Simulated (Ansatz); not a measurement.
## AlP

Level of theory: DFT, PBE, scalar-relativistic, no spin polarisation; plane waves to 420 eV with PAW datasets (Ansatz 0.2.0), 10×10×10 k-mesh, Gaussian smearing of 0.05 eV; PAW files: Ansatz's generated set soft_2.

```
CELL_PARAMETERS angstrom
0.00000 2.75389 2.75389
2.75389 0.00000 2.75389
2.75389 2.75389 0.00000
ATOMIC_POSITIONS crystal
Al 0.00000 0.00000 0.00000
P 0.75000 0.75000 0.75000
```

The chain of runs began from a cell as deposited in COD, expanded in volume. Of that entry: the entry's cell lengths or inner coordinates differ somewhat from later room-temperature determinations.

Cell and atoms are those of this level's equilibrium.

Path: Γ–X–U | K–Γ–L–W–X, with Γ = (0.000, 0.000, 0.000), X = (-0.500, -0.500, 0.000), U = (-0.375, -0.375, 0.250), K = (-0.375, 0.000, 0.375), L = (0.000, 0.000, 0.500), W = (-0.500, -0.250, 0.250) in reciprocal vectors of the calculation's cell.

Bands as a text map, energy in eV from the Fermi level (dashes), each leg drawn with the same width:
```
  4.86 |                          *           ***       
  4.57 |  *                * *               *          
  4.29 |              **   **     ***    *              
  4.00 | *                  **   *   ****   *    *      
  3.71 |*  *         *       ****        ***            
  3.43 | **                **                **** *     
  3.14 |            *     *                **           
  2.86 | ** *                *   *        *      * *    
  2.57 |           *     *        *                     
  2.29 |*  * *    *           ***  **    *        * *   
  2.00 |         *      *            ****          * *  
  1.71 |    * ***     **                              **
  1.43 |            **                              *   
  1.14 |     *    **                                 *  
  0.86 |      ****                                    **
  0.57 |                                                
  0.29 |                                                
  0.00 |------------------------------------------------
 -0.29 |                                                
 -0.57 |                                                
 -0.86 |**                  ******                      
 -1.14 | *                 * *    **                    
 -1.43 |  *               *         ****                
 -1.71 |   *                     *      **              
 -2.00 |                 *  **           **             
 -2.29 |  * *           *                  *            
 -2.57 |     *      ****   *                *           
 -2.86 |      ******              *       *          ***
        Γ      X      UK       Γ       L       W       X
```

Problem. By these bands, is it a metal or an insulator, and if it has a gap, where are the band edges on this path?

Solution. An insulator with a gap of 1.63 eV on the path, the valence band topping at Γ and the conduction band bottoming at X; the smallest direct gap is 3.09 eV.

Formal charges Al³⁺, P³⁻ balance and leave closed shells on every ion, so a band insulator is expected, and the gap is 1.63 eV.

Within 0.6 eV of the edges the projected states are 85 % P 3p at the top of the valence band and 65 % Al 3p at the bottom of the conduction band. The lowest excitation takes an electron from P back to Al, as in polar semiconductors.

**What was measured.** A printed reference work, data compilation reports, for a bulk crystal of AlP at 4.2 K: band gap 2.505 eV (indirect).

The results are compared with them further down.

**Against experiment.** Against the measured gap of AlP, 2.505 eV (indirect; 4.2 K; a printed reference work, data compilation), the calculated 1.63 eV is off by -0.87 eV. Kohn–Sham gaps of semilocal functionals mostly fall below measured ones. Temperature and excitons aren't in the calculation.

Kohn–Sham gaps of semilocal functionals lie under measured ones, often by a third or more.
